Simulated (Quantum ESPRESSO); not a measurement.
**InPd: zone-centre phonons under several settings**

```
In Pd
1.0
     0.00000    2.74607    2.74607
     2.74607    0.00000    2.74607
     2.74607    2.74607    0.00000
In Pd
1 1
Direct
  0.00000 0.00000 0.00000
  0.50000 0.50000 0.50000
```

The cell was built by a generator and needn't be a form met in nature.

All runs used Quantum ESPRESSO 7.5; k mesh 6 × 6 × 6; given cell, atoms relaxed; no spin polarisation; occupations cold, width 0.2 eV.

```csv
level,potentials,cutoff (eV),pressure (GPa),lowest optical mode without the field (cm⁻¹)
PBE,GBRV 1.5 PBE,762,?,?
PBE,JTH 2.0 PBE,707,1.1,152
PBE,SG15 PBE 1.2,952,0.3,150
PBE,SSSP 1.3 efficiency PBE,816,0.1,150
PBE,Ansatz NC SR PBE,1116,0.2,150
```

Problem. What stands in the row left open?

Solution. Pressure -0.4 GPa; lowest optical mode without the field 149 cm⁻¹.

Caveats: the mesh is thin for the phonons of a metal.

For the row left open. Caveat: the k mesh is coarse; the mesh is thin for the phonons of a metal.

The runs don't all hold the same shells in valence.
